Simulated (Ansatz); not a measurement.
Relaxed-ion elastic tensor of LiI (rock salt, Fm-3m) in GPa (Voigt order), PBEsol in the plane-wave PAW code Ansatz; density 4.32 g/cm³, 25.70 Å³ per atom.

```
      1     2     3     4     5     6
-  ----  ----  ----  ----  ----  ----
1  42.3  12.7  12.7   0.0   0.0   0.0
2  12.7  42.3  12.7   0.0   0.0   0.0
3  12.7  12.7  42.3   0.0   0.0   0.0
4   0.0   0.0   0.0  15.0   0.0   0.0
5   0.0   0.0   0.0   0.0  15.0   0.0
6   0.0   0.0   0.0   0.0   0.0  15.0
```

### Question
Is the crystal mechanically stable?

### Answer
Yes: the smallest eigenvalue of C is 15.0 GPa.

### Question
Work out the Voigt, Reuss and Hill averages.

### Answer
K_V = 22.6, K_R = 22.6, K_H = 22.6; G_V = 15.0, G_R = 15.0, G_H = 15.0 GPa.

### Question
Give Young's modulus, Poisson's ratio, Pugh's ratio and the universal anisotropy index.

### Answer
E = 9KG/(3K + G) = 36.8 GPa; ν = 0.23; K/G = 1.51 (brittle by the Pugh limit of 1.75); A_U = 5G_V/G_R + K_V/K_R − 6 = 0.00.

### Question
Estimate the sound speeds and the Debye temperature.

### Answer
v_l = √((K + 4G/3)/ρ) = 3140 m/s, v_t = √(G/ρ) = 1860 m/s, mean 2060 m/s; Θ = (h/k)(3n/4πV)^(1/3) v_m = 208 K.

### Question
Give the Zener ratio and Young's modulus along [100], [110] and [111].

### Answer
A = 2C44/(C11 − C12) = 1.02; 1/E = S11 − 2(S11 − S12 − S44/2)Γ with Γ = 0, 1/4, 1/3 gives 36.5, 36.8, 36.9 GPa.

The PBEsol relaxation kept the symmetry of its start; of distortions, only those at the zone centre were tested. Scalar-relativistic: spin–orbit coupling is off unless named, which matters more the heavier the elements.

Potentials: the later of the program's two PAW sets.
